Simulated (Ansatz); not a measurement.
## Nb3Sn in Ansatz: the effect of target pressure

Crystal: Nb3Sn.

```
CELL_PARAMETERS angstrom
5.28210 0.00000 0.00000
0.00000 5.28210 0.00000
0.00000 0.00000 5.28210
ATOMIC_POSITIONS crystal
Sn 0.50000 0.50000 0.50000
Sn 0.00000 0.00000 0.00000
Nb 0.00000 0.50000 0.25000
Nb 0.00000 0.50000 0.75000
Nb 0.50000 0.25000 0.00000
Nb 0.75000 0.00000 0.50000
Nb 0.50000 0.75000 0.00000
Nb 0.25000 0.00000 0.50000
```

Alike in all runs:

- Program: Ansatz 0.2.0
- Task: relaxation of cell and atoms
- Functional: PBEsol
- Potentials or basis: Ansatz PAW
- Cutoff: 420 eV (not typed: the program's choice for these potentials)
- k mesh: 5 × 5 × 5
- Occupations: fermi-dirac, width 0.05 eV
- Spin: no spin polarisation

Each run relaxes the cell or the atoms first.

One run gave: relaxed volume 15.99 Å³/atom. Which target pressure did it use?
A. 2 GPa
B. 10 GPa
C. 0 GPa
D. 20 GPa
E. 30 GPa

E.

```csv
target pressure,relaxed volume (Å³/atom)
0 GPa,18.19
2 GPa,17.99
5 GPa,17.71
10 GPa,17.29
20 GPa,16.58
30 GPa,15.99
```

Caveats: the plane-wave basis is chosen anew once the cell has moved, so the energies of steps on either side of that aren't comparable; the PAW data sets come from PBE, with cores solved anew for the run's functional, which leaves a small shift of forces and pressure.
